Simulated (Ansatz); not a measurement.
Write the native input for Ansatz 0.2.0 that does the following.

```
Task                                : band structure
Functional                          : LDA
Potentials or basis                 : Ansatz PAW
Cutoff                              : 420 eV (not typed: the program's choice for these potentials)
k mesh                              : 8 × 8 × 5
Occupations                         : fermi-dirac, width 0.05 eV
Spin                                : spin-orbit coupling, no magnetisation
Path                                : [["G", "M", "K", "G", "A", "L", "H", "A"], ["L", "M"], ["K", "H"]]
Points for each segment of the path : 14
```

Crystal: Pd.

```
Pd
1.0
     2.78367    0.00000    0.00000
    -1.39183    2.41072    0.00000
     0.00000    0.00000    4.62889
Pd
2
Direct
  0.33333 0.66667 0.25000
  0.66667 0.33333 0.75000
```

This isn't the form of Pd at room conditions, which is fcc.

These files were run (other wordings do the same):

input.yaml

```yaml
crystal:
  lattice:
    - [2.7836650458, 0.0, 0.0]
    - [-1.3918325229, 2.4107246453, 0.0]
    - [0.0, 0.0, 4.628893]
  atoms:
    - { symbol: Pd, position: [0.3333333333, 0.6666666667, 0.25] }
    - { symbol: Pd, position: [0.6666666667, 0.3333333333, 0.75] }
hamiltonian:
  xc: lda
  pseudopotentials: { kind: paw_fr }
magnetization:
  noncollinear: true
  spin_orbit: true
kpoints:
  mp_grid: { grid: [8, 8, 5] }
  band_path:
    path:
      - [[0.0, 0.0, 0.0], [0.5, 0.0, 0.0], [0.3333333333, 0.3333333333, 0.0], [0.0, 0.0, 0.0], [0.0, 0.0, 0.5], [0.5, 0.0, 0.5], [0.3333333333, 0.3333333333, 0.5], [0.0, 0.0, 0.5]]
      - [[0.5, 0.0, 0.5], [0.5, 0.0, 0.0]]
      - [[0.3333333333, 0.3333333333, 0.0], [0.3333333333, 0.3333333333, 0.5]]
    npoints: 14
scf:
  occupations: { method: fermi_dirac, width: 0.05 }
  n_extra_bands: 6
output:
  forces: true
  stress: true
  eigenvalues: true
  fatbands: false
  write_density: true
  write_potential: true
  elf: true
  volumetric_format: npy
```

Potentials or basis: Ansatz PAW.

Launch:

```bash
$ ansatz run input.yaml --threads 2 --pin off --max-ram 5632MiB --backend cpu --events-out ev --progress --plain --runs-dir out
```

Results of the run:

- Pressure: -15.5 GPa
- Band gap on the k mesh: none (metal or under the smearing width)

Caveat: so large a pressure means that the cell lies far from this level's equilibrium, or that cutoff or potentials fall short; the PAW data sets come from PBE, with cores solved anew for the run's functional, which leaves a small shift of forces and pressure.

Wall time 11 s on 2 threads of Arm Neoverse V2 (shared host), peak memory 0.44 GiB.
